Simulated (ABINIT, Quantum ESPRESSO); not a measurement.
Ge: the pressure in 2 programs

The cell as given:

```xyz
2
Lattice="0.0000 2.8289 2.8289 2.8289 0.0000 2.8289 2.8289 2.8289 0.0000" Properties=species:S:1:pos:R:3 pbc="T T T"
Ge    4.2434    4.2434    4.2434
Ge    2.8289    2.8289    2.8289
```

Kept alike: task relaxation of cell and atoms; functional PBE; k mesh 8 × 8 × 8; occupations fermi-dirac, width 0.05 eV; no spin polarisation. The mesh is that of the run's cell of 2 atoms. No spin-orbit coupling.

- A: ABINIT, JTH PAW PBE v2.0, cutoff 599 eV
- B: Quantum ESPRESSO, SSSP 1.3 efficiency PBE, cutoff 857 eV

```csv
pressure (GPa),A: volume (Å³/atom),B: volume (Å³/atom)
0,23.957,23.879
5,22.280,22.207
10,21.121,21.047
20,19.468,19.415
```

Values hold for each row's relaxed cell, which stops near the pressure aimed at. The runs follow the start's structure, whether or not it is the stable one at these pressures.

Task: How large is the effect of the pressure, and do the programs agree on it?

Result: From 0 to 20 GPa the volume moves by -4.489 in A, -4.464 in B (Å³/atom). Row by row the programs differ by 0.053 to 0.078, and over this span the shifts, as printed, agree within 1 %.
